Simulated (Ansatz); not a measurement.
A run of Ansatz 0.2.0 is set up as follows.

File input.yaml:

```yaml
crystal:
  lattice:
    - [3.1967, 0.0, 0.0]
    - [-1.59835, 2.7684234083, 0.0]
    - [0.0, 0.0, 5.0578]
  atoms:
    - { symbol: Hf, position: [0.6666666667, 0.3333333333, 0.75] }
    - { symbol: Hf, position: [0.3333333333, 0.6666666667, 0.25] }
kpoints:
  mp_grid: { grid: [10, 10, 5] }
scf:
  occupations: { method: gaussian, width: 0.012 }
hamiltonian:
  xc: pbe
  pseudopotentials: { kind: all_electron, lapw: { basis_error: 0.001 } }
output:
  forces: true
  stress: true
  eigenvalues: true
```

Potentials or basis: all-electron LAPW, scalar-relativistic.

Launch:

```sh
$ ansatz run input.yaml --threads 1 --pin off --max-ram 3072MiB --backend cpu --events-out ev --progress --plain --runs-dir out
```

**Question.** Estimate the band gap on the k mesh.

**Answer.** None (metal or under the smearing width).

**Question.** What does it give for the pressure?

**Answer.** 0.7 GPa.

Stress tensor (GPa, compression positive):
```
0.71 0.00 0.00
0.00 0.71 0.00
0.00 0.00 0.52
```

Spin-orbit coupling is left out, which matters for the levels of Hf.
